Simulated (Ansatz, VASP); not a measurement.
# Two plane-wave programs on Sb

```
Sb
1.0
     6.16675    0.00000    0.00000
     0.00000    6.16675    0.00000
     0.00000    0.00000    2.96177
Sb
3
Cartesian
  0.0000 3.0834 1.4809
  3.0834 0.0000 1.4809
  3.0834 3.0834 1.4809
```

Alike in both runs: functional PBE; k mesh 4 × 4 × 6; occupations gaussian, width 0.1 eV; no spin polarisation.

Ansatz relaxed the structure, and its values are those at the end. VASP's run is a single point on that final structure, the one shown.

|  | VASP | Ansatz |
| --- | --- | --- |
| version | VASP 6.6.1 | Ansatz 0.2.0 |
| potentials or method | VASP PAW PBE potentials, release 64 (Sb) | scalar-relativistic, plane waves, PAW |
| plane-wave cutoff (eV) | 520 | 420 |
| valence electrons in the cell | 15 | 45 |

|  | VASP | Ansatz | Ansatz less VASP |
| --- | --- | --- | --- |
| gap on the k mesh at the Fermi level (eV) | none | none | - |
| pressure (GPa) | 0.1 | 0.1 | +0.01 |

A gap of «none» marks a metal or a gap that the smearing closes. The two sets of potentials don't hold the same shells in valence.

Spin-orbit coupling is left out, which matters for the levels of Sb.
